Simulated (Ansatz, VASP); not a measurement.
## ZnS: VASP beside Ansatz

```
CELL_PARAMETERS angstrom
0.00000 2.72151 2.72151
2.72151 0.00000 2.72151
2.72151 2.72151 0.00000
ATOMIC_POSITIONS crystal
Zn 0.25000 0.25000 0.25000
S 0.00000 0.00000 0.00000
```

Alike in both runs: functional PBE; k mesh 8 × 8 × 8; occupations fermi-dirac, width 0.02 eV; no spin polarisation.

Ansatz relaxed the structure, and its values are those at the end. VASP's run is a single point on that final structure, the one shown.

|  | VASP | Ansatz |
| --- | --- | --- |
| version | VASP 6.6.1 | Ansatz 0.2.0 |
| potentials or method | VASP PAW PBE potentials, release 64 (Zn, S) | PAW plane waves |
| plane-wave cutoff (eV) | 520 | 420 |
| valence electrons in the cell | 18 | 18 |

VASP gave:

```
gap on the k mesh at the Fermi level (eV) : 2.02
pressure (GPa)                            : 0.2
```

Q: What did Ansatz give for the same quantities?

A: gap on the k mesh at the Fermi level (eV): 2.01; pressure (GPa): 0.0.

Expect the measured gap to be larger: semilocal functionals such as PBE lack the derivative discontinuity.
